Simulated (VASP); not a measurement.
## From VASP inputs to Ansatz: LiH (strained rocksalt)

INCAR

```
ISIF = 2
NBANDS = 9
ISMEAR = -1
EDIFF = 1E-7
GGA = PE
LWAVE = .FALSE.
SIGMA = 0.02
IBRION = -1
LREAL = .FALSE.
PREC = Accurate
NSW = 0
ENCUT = 520
LCHARG = .FALSE.
NELM = 120
LASPH = .TRUE.
```

KPOINTS

```
KPOINTS created by Atomic Simulation Environment
0
Gamma
10 10 10
0 0 0
```

KPOINTS_OPT

```
special points
8
Reciprocal
0.0000000000 0.0000000000 0.0000000000 1
0.5000000000 0.0000000000 0.5000000000 1
0.6250000000 0.2500000000 0.6250000000 1
0.3750000000 0.3750000000 0.7500000000 1
0.5000000000 0.5000000000 0.5000000000 1
0.5000000000 0.2500000000 0.7500000000 1
0.5000000000 0.5000000000 0.0000000000 1
0.0000000000 0.5000000000 0.5000000000 1
```

POSCAR

```
Li H
 1.0000000000000000
     0.0000000000000000    2.0230247895000000    1.9965451168999999
     2.0230247895000000    0.0000000000000000    1.9965451168999999
     2.0230247895000000    2.0230247895000000    0.0000000000000000
 Li  H
   1   1
Cartesian
  0.0000000000000000  0.0000000000000000  0.0000000000000000
  2.0230247895000000  2.0230247895000000  1.9965451168999999
```

VASP ran with the recommended PBE PAW datasets (4 valence electrons in the cell).

Question: Write an Ansatz input for this cell and level of theory.

Answer: 

```yaml
crystal:
  lattice:
    - [0.0, 2.0230247895, 1.9965451169]
    - [2.0230247895, 0.0, 1.9965451169]
    - [2.0230247895, 2.0230247895, 0.0]
  atoms:
    - { symbol: Li, position: [0.0, 0.0, 0.0] }
    - { symbol: H, position: [0.5, 0.5, 0.5] }
kpoints:
  mp_grid: { grid: [10, 10, 10] }
  band_path:
    path:
      - [0.0, 0.0, 0.0]
      - [0.5, 0.0, 0.5]
      - [0.625, 0.25, 0.625]
      - [0.375, 0.375, 0.75]
      - [0.5, 0.5, 0.5]
      - [0.5, 0.25, 0.75]
      - [0.5, 0.5, 0.0]
      - [0.0, 0.5, 0.5]
    npoints: 1
hamiltonian:
  xc: pbe
scf:
  occupations: { method: fermi_dirac, width: 0.02 }
  n_extra_bands: 4
output:
  forces: true
  stress: true
  eigenvalues: true
```

Other inputs would serve too.

```tsv
	VASP	Ansatz
gap between bands v and c	2.87 eV	2.87 eV
least direct gap	2.97 eV	2.97 eV
pressure	-0.8 GPa	-0.6 GPa
```

Datasets and cutoffs are each program's own. VASP's cell holds 4 valence electrons and Ansatz's 4. Ansatz's stress includes a Pulay correction; VASP's doesn't.
